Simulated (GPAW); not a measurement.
The system is CuO.

```xyz
4
Lattice="1.9910 -2.1536 0.0000 1.9910 2.1536 0.0000 0.0000 0.0000 5.1559" Properties=species:S:1:pos:R:3 pbc="T T T"
Cu    0.9955   -1.0768    0.0000
Cu    0.9955    1.0768    2.5780
O     1.9910    0.0000    1.2890
O     1.9910    0.0000    3.8669
```

Measurements of this composition are mostly on another form, of space group No. 15.

Program: GPAW 26.7.0. Alike in all runs: no spin polarisation; cell as given; smearing fermi-dirac 0.05 eV.

**Question.** Order these runs on this cell by their pressure, lowest first.
A. level LDA; potentials or basis the program's PAW data sets (release 1.2.1) made for this functional, pw; k mesh 7 × 7 × 4; cutoff (eV) 600; maxiter 120; convergence default
B. level LDA; potentials or basis the program's PAW data sets (release 1.2.1) made for this functional, pw; k mesh 7 × 7 × 4; cutoff (eV) 650; maxiter 120; convergence default
C. level LDA; potentials or basis the program's PAW data sets (release 1.2.1) made for this functional, pw; k mesh 6 × 6 × 4; cutoff (eV) 800; maxiter 150; band path GXSRAZGYX1A1TY,ZT; band points 80
D. level PBEsol+U; potentials or basis PAW data sets generated in the run's folder for this functional, pw; U Cu d U = 3 eV; k mesh 7 × 7 × 4; cutoff (eV) 800; maxiter 150; band path GXSRAZGYX1A1TY,ZT; band points 100

**Answer.** A (-14.6 GPa), B (-12.8 GPa), C (-10.9 GPa), D (-3.9 GPa).

Caveats: with this Cu data set, volumes or pressures lay over 1.5 % or 2 GPa off other programs in two to four cells of ten; the run has no spin polarisation, though such a crystal can be magnetic; the cutoff is short for stress and forces, so pressures can be off by a GPa or more (some runs); U without spin polarisation on a metal has little footing (some runs).

Not every run made on this cell is shown here.
